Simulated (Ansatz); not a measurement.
**C (Fd-3m), random displacements**

All numbers below come from Ansatz 0.2.0, DFT LDA, scalar-relativistic, plane waves, PAW. Settings: plane waves to 420 eV, k-mesh 6×6×6 (Γ-centred), Gaussian smearing 0.05 eV. No spin polarisation. Energies are free energies at this smearing, counted from the undisturbed cell; pressure is positive in compression.

The starting cell (as given, not relaxed at this level):

```
C
1.0
     3.56680    0.00000    0.00000
     0.00000   -3.56680    0.00000
     0.00000    0.00000   -3.56680
C
8
Direct
  0.50000 0.00000 0.00000
  0.00000 0.50000 0.00000
  0.00000 0.00000 0.50000
  0.50000 0.50000 0.50000
  0.75000 0.75000 0.75000
  0.25000 0.25000 0.75000
  0.25000 0.75000 0.25000
  0.75000 0.25000 0.25000
```

The atoms are displaced (Å, in the unstrained cell):

| atom | ux | uy | uz |
| --- | --- | --- | --- |
| C1 | 0.008 | 0.103 | -0.193 |
| C2 | 0.022 | 0.109 | -0.027 |
| C3 | 0.019 | 0.059 | 0.042 |
| C4 | 0.014 | -0.091 | 0.038 |
| C5 | -0.039 | 0.062 | 0.136 |
| C6 | 0.044 | -0.131 | -0.054 |
| C7 | -0.038 | -0.026 | -0.032 |
| C8 | -0.029 | -0.085 | 0.091 |

The cell is not strained.

**Question.** What are the energy change, the stress and the forces?

**Answer.** ΔE = 459.4 meV/atom; stress (xx, yy, zz, yz, xz, xy; compression positive) (12.70, 2.39, 4.17, 1.28, 0.66, -1.40) GPa; gap on the mesh 0.72 eV.
```csv
atom,Fx (eV/Å),Fy,Fz
C1,1.11,-5.09,8.96
C2,-0.50,-5.49,3.13
C3,-2.02,-4.57,-3.16
C4,-2.43,4.65,-0.26
C5,3.78,-4.17,-6.53
C6,-0.06,6.79,1.96
C7,0.04,2.29,0.65
C8,0.07,5.60,-4.74
```

Cost: 1 run of about 0.17 core-minutes, on Arm Neoverse V2 (shared hosts).